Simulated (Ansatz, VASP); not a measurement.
**Ti in VASP and in Ansatz**

File INCAR:

```
ALGO = Normal
EDIFF = 1E-7
ENCUT = 520
GGA = PS
ISIF = 2
ISMEAR = 0
LASPH = True
LCHARG = True
LELF = True
LREAL = False
LVHAR = True
LWAVE = False
NBANDS = 32
NELM = 100
PREC = Accurate
SIGMA = 0.1
```

The input KPOINTS:

```
k-points
0
Gamma
  6 6 4
```

POSCAR

```
Ti
1.0
    2.1943530355     -3.7190214569      0.0000000000
    2.1943530355      3.7190214569      0.0000000000
    0.0000000000      0.0000000000      4.3945437982
Ti
4
Direct
    0.1525000000      0.8475000000      0.0785000000
    0.6525000000      0.3475000000      0.4215000000
    0.8475000000      0.1525000000      0.9215000000
    0.3475000000      0.6525000000      0.5785000000
```

Input for Ansatz:

```yaml
crystal:
  lattice:
    - [2.1943530355, -3.7190214569, 0.0]
    - [2.1943530355, 3.7190214569, 0.0]
    - [0.0, 0.0, 4.3945437982]
  atoms:
    - { symbol: Ti, position: [0.1525, 0.8475, 0.0785] }
    - { symbol: Ti, position: [0.6525, 0.3475, 0.4215] }
    - { symbol: Ti, position: [0.8475, 0.1525, 0.9215] }
    - { symbol: Ti, position: [0.3475, 0.6525, 0.5785] }
basis:
  ecutwfc: 420
kpoints:
  mp_grid: { grid: [6, 6, 4] }
hamiltonian:
  xc: pbesol
scf:
  occupations: { method: gaussian, width: 0.1 }
  lower_state_search: "off"
output:
  forces: true
  stress: true
  eigenvalues: true
```

Alike in both runs: task single point; functional PBEsol; k mesh 6 × 6 × 4; occupations gaussian, width 0.1 eV; no spin polarisation.

|  | VASP | Ansatz |
| --- | --- | --- |
| version | VASP 6.6.1 | Ansatz 0.2.0 |
| potentials or method | VASP PAW PBE potentials, release 64 (Ti_sv) | scalar-relativistic, plane waves, PAW |
| plane-wave cutoff (eV) | 520 | 420 |
| valence electrons in the cell | 48 | 48 |

|  | VASP | Ansatz | Ansatz less VASP |
| --- | --- | --- | --- |
| gap on the k mesh at the Fermi level (eV) | none | none | - |
| pressure (GPa) | 5.4 | 5.6 | +0.18 |
| largest component of the traceless stress (GPa) | 10.19 | 9.98 | -0.217 |
| rms of the force components (eV/Å) | 0.215 | 0.212 | -0.0027 |

Atom by atom the forces differ by 0.028 eV/Å (rms over components). A gap of «none» marks a metal or a gap that the smearing closes.

Caveats: the PAW data sets were made with another functional, which shifts forces and pressure a little (VASP).
